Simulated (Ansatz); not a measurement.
# From BaTiO3 to BaZrO3

These are results of DFT PBE, scalar-relativistic, plane waves, PAW in Ansatz, not measurements. Settings: cutoff 420 eV, Γ-centred meshes spaced at most about 0.3 Å⁻¹ (2π included), Gaussian smearing. No spin polarisation.

Energies over the elements count from the elements' standard structures at the same level (O₂ as a molecule), with no fitted energy shifts.

BaTiO3 in the cubic perovskite type (Pm-3m (No. 221); COD) has a = 4.019 Å, 12.98 Å³/atom, shortest distance 2.01 Å (Ti–O), formation energy -3.091 eV/atom, a gap of 1.78 eV on its mesh:

```cif
data_structure
_symmetry_space_group_name_H-M 'P 1'
_symmetry_Int_Tables_number 1
_cell_length_a 4.0188
_cell_length_b 4.0188
_cell_length_c 4.0188
_cell_angle_alpha 90.000
_cell_angle_beta 90.000
_cell_angle_gamma 90.000
_cell_volume 64.91
loop_
_atom_site_label
_atom_site_type_symbol
_atom_site_fract_x
_atom_site_fract_y
_atom_site_fract_z
_atom_site_occupancy
Ba1 Ba 0.50000 0.50000 0.50000 1
Ti1 Ti 0.00000 0.00000 0.00000 1
O1 O 0.50000 0.00000 0.00000 1
O2 O 0.00000 0.50000 0.00000 1
O3 O 0.00000 0.00000 0.50000 1
```

Task: Predict cell, gap and energy of BaZrO3 in the same type.

Result: BaZrO3 (COD) has a = 4.227 Å, 15.11 Å³/atom, shortest distance 2.11 Å (Zr–O), formation energy -3.283 eV/atom, a gap of 3.18 eV on its mesh. The volume per atom changes by +16.4 % and the formation energy by -0.192 eV/atom (from unrounded values). The gap widens by 1.40 eV. The covalent radius goes from 1.60 Å (Ti) to 1.75 Å (Zr), a change of +0.15 Å, and the nearest contact of that site goes from 2.01 Å (Ti–O) to 2.11 Å (Zr–O); the electronegativity goes from 1.54 to 1.33. The lowest form of BaTiO3 computed here is another, R3m (COD), 13 meV/atom lower.

```
Ba Zr O
1.0
     4.22714    0.00000    0.00000
     0.00000    4.22714    0.00000
     0.00000    0.00000    4.22714
Ba Zr O
1 1 3
Direct
  0.50000 0.50000 0.50000
  0.00000 0.00000 0.00000
  0.50000 0.00000 0.00000
  0.00000 0.50000 0.00000
  0.00000 0.00000 0.50000
```

Kohn–Sham gaps at this level usually fall short of measured ones. A cell with a lower form of its own composition isn't stable at this level. Some structure types and database cells were kept out of the candidates from the start, so a known form may be missing.

Replacing Ti with Zr expands the cubic cell, widens the gap and makes formation from the elements more exothermic. Both metals are formally tetravalent with an empty d shell, so the gap separates O 2p valence states from metal d conduction states. The Zr 4d levels lie higher than Ti 3d, which accounts for most of the 1.40 eV widening. The more electropositive Zr also forms more ionic bonds to oxygen, consistent with the lower formation energy.

The metal–oxygen contact grows by less than the covalent radius, probably because the large Ba ion already holds the Ti–O framework stretched, whereas Zr fills its octahedron better. That loose fit, together with Ti 3d–O 2p mixing, favours off-centre Ti and explains why the polar R3m form lies below cubic BaTiO3, in line with its known ferroelectricity. Zr has a weaker tendency to such displacement. The more negative formation energy doesn't establish that BaZrO3 better resists decomposition into its binary oxides, since ZrO2 is itself very strongly bound.
